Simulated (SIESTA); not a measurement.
GaN under changes of volume

One of the cells (11.537 Å³/atom); the others are scaled copies at fixed shape and fractional positions:

```xyz
4
Lattice="3.2011 0.0000 0.0000 -1.6005 2.7722 0.0000 0.0000 0.0000 5.2002" Properties=species:S:1:pos:R:3 pbc="T T T"
Ga    1.6005    0.9241    2.6001
Ga    0.0000    1.8481    0.0000
N     1.6005    0.9241    4.5502
N     0.0000    1.8481    1.9501
```

- Program: SIESTA 5.4.2
- Functional: PBEsol
- Potentials or basis: PseudoDojo 0.4 standard (PBEsol files)
- Basis: DZP (energy shift 0.003 Ry; two zetas on semicore shells)
- Grid cutoff: 800 Ry
- Energy shift: 0.003 Ry
- k mesh: 10 × 10 × 5
- Occupations: fermi-dirac, width 0.05 eV
- Spin: no spin polarisation

```csv
volume (Å³/atom),energy over the lowest point (meV/atom),pressure (GPa),gap on the mesh (eV),largest force (eV/Å)
10.632,47.92,18.5,2.46,0.142
10.858,25.71,13.1,2.31,0.137
11.084,?,?,?,?
11.537,0.00,0.0,1.88,0.125
11.763,2.58,-3.6,1.74,0.121
11.989,9.90,-6.7,1.60,0.119
```

**Question.** What does the run at 11.084 Å³/atom give?

**Answer.** Energy over the lowest point 10.90 meV/atom; pressure 8.0 GPa; gap on the mesh 2.16 eV; largest force 0.131 eV/Å.

Worked out: A Birch-Murnaghan fit of order 3 (a polynomial in V^(-2/3)) to the other rows has its minimum at 11.53 Å³/atom with B0 = V·E''(V) = 188 GPa and B' = 4.9 at fixed shape and positions, which overstates the stiffness. It gives 10.85 meV/atom at 11.084 Å³/atom, against the run's 10.90, and -dE/dV = 8.1 GPa, against 8.0. A straight line through the other rows of the gap, of slope -7.14 eV per unit of ln V (its deformation potential), gives 2.16 eV, against the run's 2.16.

Energies are extrapolated to zero smearing.

Caveats: an odd mesh through Γ misses points on the zone boundary, where band edges often lie; the basis of atomic orbitals isn't converged, which shifts pressures, moduli and gaps. Spin-orbit coupling on Ga is left out.
